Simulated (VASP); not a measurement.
Crystal: H.

```
H
1.0
     2.64964    0.00000    0.00000
     0.00000    2.64964    0.00000
     0.00000    0.00000    0.98049
H
1
Cartesian
  0.0000 0.0000 0.4902
```

```yaml
Program: VASP 6.6.1
Task: relaxation of cell and atoms
Functional: TPSS
Potentials_or_basis: VASP PAW PBE potentials, release 64 (H)
Cutoff: 600 eV
k_mesh: 10 × 10 × 26
Occupations: gaussian, width 0.05 eV
Spin: no spin polarisation
```

At the start: pressure 1.8 GPa; volume 6.88 Å³/atom.

Problem. Where does the relaxation end?

Solution. Over 11 steps the energy falls by 19.5 meV/atom and the volume is 9.45 Å³/atom (+37.3 %); space group P4/mmm (No. 123, to 0.05 Å).

The path:
| step | energy change (eV) | largest force (eV/Å) | pressure (GPa) | volume (Å³) |
| --- | --- | --- | --- | --- |
| 1 | 0.0000 | 0.0000 | 1.79 | 6.88 |
| 2 | -0.0019 | 0.0000 | 1.80 | 6.96 |
| 3 | -0.0059 | 0.0000 | 1.95 | 7.19 |
| 4 | -0.0111 | 0.0000 | 2.27 | 7.67 |
| 5 | -0.0123 | 0.0000 | 2.93 | 8.64 |
| 6 | -0.0132 | 0.0000 | 2.71 | 8.31 |
| 7 | -0.0146 | 0.0000 | 2.41 | 8.44 |
| 8 | -0.0177 | 0.0000 | 1.34 | 8.83 |
| 9 | -0.0194 | 0.0000 | -0.35 | 9.65 |
| 10 | -0.0195 | 0.0000 | -0.03 | 9.48 |
| 11 | -0.0195 | 0.0000 | 0.00 | 9.45 |

Final structure:
```cif
data_structure
_symmetry_space_group_name_H-M 'P 1'
_symmetry_Int_Tables_number 1
_cell_length_a 3.1008
_cell_length_b 3.1008
_cell_length_c 0.9832
_cell_angle_alpha 90.000
_cell_angle_beta 90.000
_cell_angle_gamma 90.000
_cell_volume 9.45
loop_
_atom_site_label
_atom_site_type_symbol
_atom_site_fract_x
_atom_site_fract_y
_atom_site_fract_z
_atom_site_occupancy
H1 H 0.00000 0.00000 0.50000 1
```

Caveat: the volume moved by over 15 % at a fixed basis, so the end points are rough; the PAW data sets were made with another functional, which shifts forces and pressure a little.
